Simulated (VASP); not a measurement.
# Bi2Te3 (Tellurobismuthite) (R-3m) in VASP: core levels with PBEsol

Aim: the core levels of Bi2Te3 (Tellurobismuthite) with PBEsol.

All numbers are computed with VASP 6.6.1; they aren't measurements. Logs are shortened: lines on timing, memory, paths and dates and some standing lists are left out, and cuts for length are marked.

**The experiment to reproduce.**

From “Vacancy and Antisite-Induced Ferromagnetism in Liquid-Phase Exfoliated Bi2Te3”, 2024, arxiv:2412.10539, for a bulk crystal of Bi2Te3: band gap 0.17 eV.

How close the calculation comes is told below.

### 1 Starting point

The structure is trigonal, space group R-3m (No. 166). The conventional cell has a = 4.386 Å, b = 4.386 Å, c = 30.497 Å, α = 90.00°, β = 90.00°, γ = 120.00°. Bi (site symmetry 3m) has 6 Te at 3.07 to 3.25 Å as nearest neighbours. Te (site symmetry -3m) is surrounded by 6 Bi at 3.25 Å. Te (site symmetry 3m) has 3 Bi at 3.07 Å as nearest neighbours.

### 2 Core levels, PBEsol

The input, INCAR:

```
PREC     = Accurate       # precision mode
ENCUT    = 520            # plane-wave cutoff, eV
EDIFF    = 1E-7           # SCF threshold, eV
ISMEAR   = -1             # smearing method
SIGMA    = 0.02           # smearing width, eV
LREAL    = F              # projectors in reciprocal space
LASPH    = T              # aspherical terms in the spheres
NELM     = 60             # most SCF steps
ALGO     = Fast           # electronic algorithm
ISIF     = 2              # what is computed and relaxed
LWAVE    = F              # write WAVECAR
LCHARG   = F              # write CHGCAR
GGA      = PS             # functional
ICORELEVEL= 1
```

The input, KPOINTS:

```
regular mesh
0
Gamma
  6 6 6
```

The input, POSCAR:

```
Bi2Te3
1.0
    2.1930000000      1.2661291403     10.1656666667
   -2.1930000000      1.2661291403     10.1656666667
    0.0000000000     -2.5322582807     10.1656666667
Bi Te
2 3
Direct
    0.4000000000      0.4000000000      0.4000000000
    0.6000000000      0.6000000000      0.6000000000
    0.0000000000      0.0000000000      0.0000000000
    0.2095000000      0.2095000000      0.2095000000
    0.7905000000      0.7905000000      0.7905000000
```

Potentials or basis: VASP PAW PBE potentials, release 64 (Bi_d, Te).

On the command line:

```console
cat potpaw_PBE.64/Bi_d/POTCAR potpaw_PBE.64/Te/POTCAR > POTCAR
mpirun -np 1 vasp_std > vasp.out
```

OUTCAR:

```text
PREC = Accurate
   ENCUT = 520
   EDIFF = 1E-7
   ISMEAR = -1
   LREAL = F
   LASPH = T
   NELM = 60
   ISIF = 2
   GGA = PS

 ion  position               nearest neighbor table
   1  0.400  0.400  0.400-   5 3.07   5 3.07   5 3.07   3 3.25   3 3.25   3 3.25
   2  0.600  0.600  0.600-   4 3.07   4 3.07   4 3.07   3 3.25   3 3.25   3 3.25
   3  0.000  0.000  0.000-   2 3.25   1 3.25   2 3.25   2 3.25   1 3.25   1 3.25
   4  0.209  0.209  0.209-   2 3.07   2 3.07   2 3.07   5 3.64   5 3.64   5 3.64
   5  0.791  0.791  0.791-   1 3.07   1 3.07   1 3.07   4 3.64   4 3.64   4 3.64

  LATTYP: Found a trigonal (rhomboedric) cell.
 ALAT       =    10.4763118882
 COS(alpha) =     0.9123624111

  Lattice vectors:

 A1 = (   2.1930000000,   1.2661291403,  10.1656666667)
 A2 = (  -2.1930000000,   1.2661291403,  10.1656666667)
 A3 = (   0.0000000000,  -2.5322582807,  10.1656666667)

Analysis of symmetry for initial positions (statically):
=====================================================================
 Subroutine PRICEL returns:
 Original cell was already a primitive cell.

 Routine SETGRP: Setting up the symmetry group for a
 trigonal (rhombohedral) supercell.

 Subroutine GETGRP returns: Found 12 space group operations
 (whereof 12 operations were pure point group operations)
 out of a pool of 12 trial point group operations.

The static configuration has the point symmetry D_3d.

Analysis of symmetry for dynamics (positions and initial velocities):
=====================================================================
 Subroutine PRICEL returns:
 Original cell was already a primitive cell.

 Routine SETGRP: Setting up the symmetry group for a
 trigonal (rhombohedral) supercell.

 Subroutine GETGRP returns: Found 12 space group operations
 (whereof 12 operations were pure point group operations)
 out of a pool of 12 trial point group operations.

The dynamic configuration has the point symmetry D_3d.

 Subroutine INISYM returns: Found 12 space group operations
 (whereof 12 operations are pure point group operations),
 and found     1 'primitive' translations

----------------------------------------------------------------------------------------

                                     Primitive cell

  volume of cell :     169.3572

  direct lattice vectors                    reciprocal lattice vectors
     2.193000000  1.266129140 10.165666667     0.227998176  0.131634808  0.032790111
    -2.193000000  1.266129140 10.165666667    -0.227998176  0.131634808  0.032790111
     0.000000000 -2.532258281 10.165666667     0.000000000 -0.263269617  0.032790111

  length of vectors
    10.476311888 10.476311888 10.476311888     0.265303755  0.265303755  0.265303755

  position of ions in fractional coordinates (direct lattice)
     0.400000000  0.400000000  0.400000000
     0.600000000  0.600000000  0.600000000
     0.000000000  0.000000000  0.000000000
     0.209500000  0.209500000  0.209500000
     0.790500000  0.790500000  0.790500000

  ion indices of the primitive-cell ions
   primitive index   ion index
                 1           1
                 2           2
                 3           3
                 4           4
                 5           5

----------------------------------------------------------------------------------------

 KPOINTS: regular mesh

Automatic generation of k-mesh.
 Grid dimensions read from file:
 generate k-points for:    6    6    6

 Generating k-lattice:

  Cartesian coordinates                     Fractional coordinates (reciprocal lattice)
     0.037999696  0.021939135  0.005465018     0.166666667  0.000000000  0.000000000
    -0.037999696  0.021939135  0.005465018     0.000000000  0.166666667  0.000000000
     0.000000000 -0.043878269  0.005465018     0.000000000  0.000000000  0.166666667

  Length of vectors
     0.044217292  0.044217292  0.044217292

  Shift w.r.t. Gamma in fractional coordinates (k-lattice)
     0.000000000  0.000000000  0.000000000

 Subroutine IBZKPT returns following result:
 ===========================================

 Found     32 irreducible k-points:

 Following reciprocal coordinates:
            Coordinates               Weight
  0.000000  0.000000  0.000000      1.000000
  0.166667 -0.000000  0.000000      6.000000
  0.333333  0.000000  0.000000      6.000000
  0.500000 -0.000000  0.000000      3.000000
  0.166667  0.166667  0.000000      6.000000
  0.333333  0.166667  0.000000     12.000000
[... 16 lines left out ...]
  0.500000  0.500000  0.166667      6.000000
 -0.333333  0.500000  0.166667     12.000000
 [... further k-points ...]
   k-points           NKPTS =     32   k-points in BZ     NKDIM =     32   number of bands    NBANDS=     28
   number of dos      NEDOS =    301   number of ions     NIONS =      5
   total plane-waves  NPLWV = 512000
   dimension x,y,z NGX =    80 NGY =   80 NGZ =   80
   dimension x,y,z NGXF=   160 NGYF=  160 NGZF=  160
   ions per type =               2   3
   NGX,Y,Z   is equivalent  to a cutoff of  12.69, 12.69, 12.69 a.u.
   NGXF,Y,Z  is equivalent  to a cutoff of  25.39, 25.39, 25.39 a.u.
 SYSTEM =  unknown system
   PREC   = accura    normal or accurate (medium, high low for compatibility)
   ISTART =      0    job   : 0-new  1-cont  2-samecut
   ICHARG =      2    charge: 1-file 2-atom 10-const
   ISPIN  =      1    spin polarized calculation?
   LNONCOLLINEAR =      F non collinear calculations
   LSORBIT =      F    spin-orbit coupling
   LASPH  =      T    aspherical Exc in radial PAW
   ENCUT  =  520.0 eV  38.22 Ry    6.18 a.u.  19.48 19.48 19.48*2*pi/ulx,y,z
   NELM   =     60;   NELMIN=  2; NELMDL= -5     # of ELM steps
   EDIFF  = 0.1E-06   stopping-criterion for ELM
   LREAL  =      F    real-space projection
   EDIFFG = 0.1E-05   stopping-criterion for IOM
   NSW    =      0    number of steps for IOM
   IBRION =     -1    ionic relax: 0-MD 1-quasi-New 2-CG
   NFREE  =      0    steps in history (QN), initial steepest desc. (CG)
   ISIF   =      2    stress and relaxation
   ISYM   =      2    0-nonsym 1-usesym 2-fastsym
   POTIM  = 0.5000    time-step for ionic-motion
   TEBEG  =    0.0;   TEEND  =   0.0 temperature during run
   PSTRESS=    0.0 pullay stress
   NELECT =      48.0000    total number of electrons
   NUPDOWN=      -1.0000    fix difference up-down
   EMIN   =  10.00;   EMAX   =-10.00  energy-range for DOS
   EFERMI =   0.00;   METHOD = LEGACY
   ISMEAR =    -1;   SIGMA  =   0.02  broadening in eV -4-tet -1-fermi 0-gaus
   EFERMI_NEDOS =   21; number of points for ismear=-14 and -15
   IALGO  =     68    algorithm
   IMIX   =      4    mixing-type and parameters
     AMIX     =   0.40;   BMIX     =  1.00
     AMIX_MAG =   1.60;   BMIX_MAG =  1.00
  volume/ion in A,a.u.               =      33.87       228.58
  Fermi-wavevector in a.u.,A,eV,Ry     =   1.075360  2.032136 15.733774  1.156400
  Thomas-Fermi vector in A             =   2.211215
   LORBIT       =      0    0 simple, 1 ext, 2 COOP (PROOUT), +10 PAW based schemes
   GGA     = PS    functional components
   LHFCALC =     F    Hartree Fock is set to
   AEXX    =    0.0000 exact exchange contribution
   IVDW    =     0    specifies the selected vdW correction
   LEPSILON=     F    determine dielectric tensor
   LRPA    =     F    only Hartree local field effects (RPA)
 non-spin polarized calculation
 RMM-DIIS sequential band-by-band and
  energy-cutoff  :      520.00
  volume of cell :      169.36
 maximum number of plane-waves:      4580
 NGX is ok and might be reduce to    80
   NGX = 39   NGY = 39   NGZ = 39

 number of electron      48.0000004 magnetization

 Free energy of the ion-electron system (eV)
  ---------------------------------------------------
  ext. energy  EPLUGINS =         0.00000000
  ---------------------------------------------------
  free energy    TOTEN  =       -20.29253972 eV

  energy without entropy =      -20.29253146  energy(sigma->0) =      -20.29253559

 the core state eigenenergies are
   1-  1s -90629.7839  2s -16272.4984  2p -13912.8646  3s  -3920.4463  3p  -3246.6754
       3d  -2571.5988  4s   -892.1753  4p   -671.5068  4d   -419.7443  4f   -142.5223
       5s   -147.6148  5p    -85.7085
   2-  1s -90629.7839  2s -16272.4984  2p -13912.8646  3s  -3920.4463  3p  -3246.6754
       3d  -2571.5988  4s   -892.1753  4p   -671.5068  4d   -419.7443  4f   -142.5223
       5s   -147.6148  5p    -85.7085
   3-  1s -31609.6746  2s  -4837.2471  2p  -4340.6443  3s   -953.4553  3p   -792.1132
       3d   -548.3639  4s   -152.9497  4p   -102.9882  4d    -30.3098
   4-  1s -31609.9242  2s  -4837.4844  2p  -4340.8834  3s   -953.6782  3p   -792.3364
       3d   -548.5881  4s   -153.1500  4p   -103.1863  4d    -30.5016
   5-  1s -31609.9242  2s  -4837.4844  2p  -4340.8834  3s   -953.6782  3p   -792.3364
       3d   -548.5881  4s   -153.1500  4p   -103.1863  4d    -30.5016

 E-fermi :   6.1793     XC(G=0):  -9.4919

 val. band max:        6.0652545026   @ k =   0.0000   0.0000   0.0000
 cond. band min:       6.2933854024   @ k =   0.0000   0.0000   0.0000
 fundamental gap:      0.2281308998
 Fermi energy:         6.1793222668

 k-point     1 :       0.0000    0.0000    0.0000
  band No.  band energies     occupation
      1     -17.0506      2.00000
      2     -17.0506      2.00000
      3     -17.0491      2.00000
      4     -17.0491      2.00000
      5     -17.0406      2.00000
      6     -17.0392      2.00000
[... 20 lines left out ...]
     27       6.7004      0.00000
     28       8.0021      0.00000

 k-point     2 :       0.1667   -0.0000    0.0000
  band No.  band energies     occupation
      1     -17.0528      2.00000
      2     -17.0510      2.00000
      3     -17.0480      2.00000
      4     -17.0465      2.00000
      5     -17.0395      2.00000
      6     -17.0380      2.00000
[... 209 lines left out ...]
 k-point     9 :      -0.1667    0.1667    0.0000
  band No.  band energies     occupation
      1     -17.0550      2.00000
      2     -17.0534      2.00000
      3     -17.0460      2.00000
      4     -17.0457      2.00000
      5     -17.0394      2.00000
      6     -17.0390      2.00000
[... 20 lines left out ...]
     27       7.4385      0.00000
     28       8.7984      0.00000

------------------------ aborting loop because EDIFF is reached ----------------------------------------

  FORCE on cell =-STRESS in cart. coord.  units (eV):
  Direction    XX          YY          ZZ          XY          YZ          ZX
  --------------------------------------------------------------------------------------
  -------------------------------------------------------------------------------------
  Total       -0.5169861     -0.5169861     -0.8104254      0.0000000      0.0000000      0.0000000
  in kB       -4.8908657     -4.8908657     -7.6669018      0.0000000      0.0000000      0.0000000
  external PRESSURE =      -5.8162110 kB  Pullay stress =       0.0000000 kB

 VOLUME and BASIS-vectors are now :
 -----------------------------------------------------------------------------
  energy-cutoff  :      520.00
  volume of cell :      169.36
      direct lattice vectors                 reciprocal lattice vectors
     2.193000000  1.266129140 10.165666667     0.227998176  0.131634808  0.032790111
    -2.193000000  1.266129140 10.165666667    -0.227998176  0.131634808  0.032790111
     0.000000000 -2.532258281 10.165666667     0.000000000 -0.263269617  0.032790111

 POSITION                                       TOTAL-FORCE (eV/Angst)
 -----------------------------------------------------------------------------------
      0.00000     -0.00000     12.19880         0.000000     -0.000000      0.023292
      0.00000     -0.00000     18.29820         0.000000      0.000000     -0.023292
      0.00000      0.00000      0.00000         0.000000      0.000000     -0.000000
      0.00000     -0.00000      6.38912         0.000000     -0.000000      0.091626
      0.00000     -0.00000     24.10788         0.000000      0.000000     -0.091626
 -----------------------------------------------------------------------------------
    total drift:                               -0.000000     -0.000000     -0.000000

  FREE ENERGIE OF THE ION-ELECTRON SYSTEM (eV)
  ---------------------------------------------------
  free  energy   TOTEN  =       -20.2925397170 eV

  energy  without entropy=      -20.2925314583  energy(sigma->0) =      -20.29253559
```

Wall time 10 min (1 thread of Intel Xeon 6975P-C (Granite Rapids), shared host); peak memory 1 GiB.

What came out:

```
Free energy            : -20.2925 eV
Pressure               : -0.6 GPa
Largest force          : 0.092 eV/Å
Band gap on the k mesh : 0.23 eV, direct
```

Forces in eV/Å, atoms in the order of the input:
```
Bi   0.000  0.000  0.023
Bi   0.000  0.000 -0.023
Te   0.000  0.000  0.000
Te   0.000  0.000  0.092
Te   0.000  0.000 -0.092
```

Core levels (eV, on the scale of the bands):
| atom | levels |
| --- | --- |
| 1 Bi | 1s -90629.8, 2s -16272.5, 2p -13912.9, 3s -3920.4, 3p -3246.7, 3d -2571.6, 4s -892.2, 4p -671.5, 4d -419.7, 4f -142.5, 5s -147.6, 5p -85.7 |
| 2 Bi | 1s -90629.8, 2s -16272.5, 2p -13912.9, 3s -3920.4, 3p -3246.7, 3d -2571.6, 4s -892.2, 4p -671.5, 4d -419.7, 4f -142.5, 5s -147.6, 5p -85.7 |
| 3 Te | 1s -31609.7, 2s -4837.2, 2p -4340.6, 3s -953.5, 3p -792.1, 3d -548.4, 4s -152.9, 4p -103.0, 4d -30.3 |
| 4 Te | 1s -31609.9, 2s -4837.5, 2p -4340.9, 3s -953.7, 3p -792.3, 3d -548.6, 4s -153.2, 4p -103.2, 4d -30.5 |
| 5 Te | 1s -31609.9, 2s -4837.5, 2p -4340.9, 3s -953.7, 3p -792.3, 3d -548.6, 4s -153.2, 4p -103.2, 4d -30.5 |

Caveat: the PAW data sets were made with another functional, which shifts forces and pressure a little; spin-orbit coupling is left out, which as a rule narrows the gap of such compounds by several tenths of an eV.

### 3 How close it comes

Step 2. Against the measured gap of Bi2Te3, 0.17 eV (quoted in “Vacancy and Antisite-Induced Ferromagnetism in Liquid-Phase Exfoliated Bi2Te3”, 2024, arxiv:2412.10539), the calculated 0.23 eV is off by +0.06 eV. Spin-orbit coupling on Bi, Te is left out. The value is that of PBEsol on a finite k mesh, which can miss the band edges, without temperature or zero-point motion.
